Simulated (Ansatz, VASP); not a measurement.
## One calculation of Hf, two programs

INCAR

```
SYSTEM = Hf
ALGO     = Normal         ! electronic algorithm
EDIFF    = 1E-6           ! SCF threshold, eV
ENCUT    = 520            ! plane-wave cutoff, eV
GGA      = PS             ! functional
ISIF     = 2              ! what is computed and relaxed
ISMEAR   = 0              ! smearing method
LASPH    = .True.         ! aspherical terms in the spheres
LCHARG   = .True.         ! write CHGCAR
LELF     = .True.         ! ELF
LREAL    = .False.        ! projectors in reciprocal space
LVHAR    = .True.       
LWAVE    = .False.        ! write WAVECAR
NBANDS   = 11             ! bands
NELM     = 60             ! most SCF steps
PREC     = Accurate       ! precision mode
SIGMA    = 0.15           ! smearing width, eV
```

KPOINTS

```
k-points
0
Gamma
  20 20 20
  0 0 0
```

The input POSCAR:

```
Hf
1.0
    0.0000000000      2.2200000000      2.2200000000
    2.2200000000      0.0000000000      2.2200000000
    2.2200000000      2.2200000000      0.0000000000
Hf
1
Direct
    0.0000000000      0.0000000000      0.0000000000
```

Input for Ansatz:

```yaml
crystal:
  lattice:
    - [0.0, 2.22, 2.22]
    - [2.22, 0.0, 2.22]
    - [2.22, 2.22, 0.0]
  atoms:
    - { symbol: Hf, position: [0.0, 0.0, 0.0] }
basis:
  ecutwfc: 420
kpoints:
  mp_grid: { grid: [20, 20, 20] }
hamiltonian:
  xc: pbesol
scf:
  occupations: { method: gaussian, width: 0.15 }
output:
  forces: true
  stress: true
  eigenvalues: true
```

This isn't the form of Hf at room conditions, which is hcp.

Alike in both runs: task single point; functional PBEsol; k mesh 20 × 20 × 20; occupations gaussian, width 0.15 eV; no spin polarisation.

```csv
,VASP,Ansatz
version,VASP 6.6.1,Ansatz 0.2.0
potentials or method,"VASP PAW PBE potentials, release 64 (Hf_pv)","scalar-relativistic, plane waves, PAW"
plane-wave cutoff (eV),520,420
valence electrons in the cell,10,26
```

VASP gave:

| Item | Value |
| --- | --- |
| gap on the k mesh at the Fermi level (eV) | none |
| pressure (GPa) | -1.9 |

Which values does Ansatz return?

gap on the k mesh at the Fermi level (eV): none; pressure (GPa): -1.5.

A gap of «none» marks a metal or a gap that the smearing closes. The functional is the same, so the differences come from potentials, cutoffs and numerics. The two sets of potentials don't hold the same shells in valence.

Caveats: the PAW data sets were made with another functional, which shifts forces and pressure a little (VASP). The runs have no spin-orbit coupling, so splittings on Hf are missing.
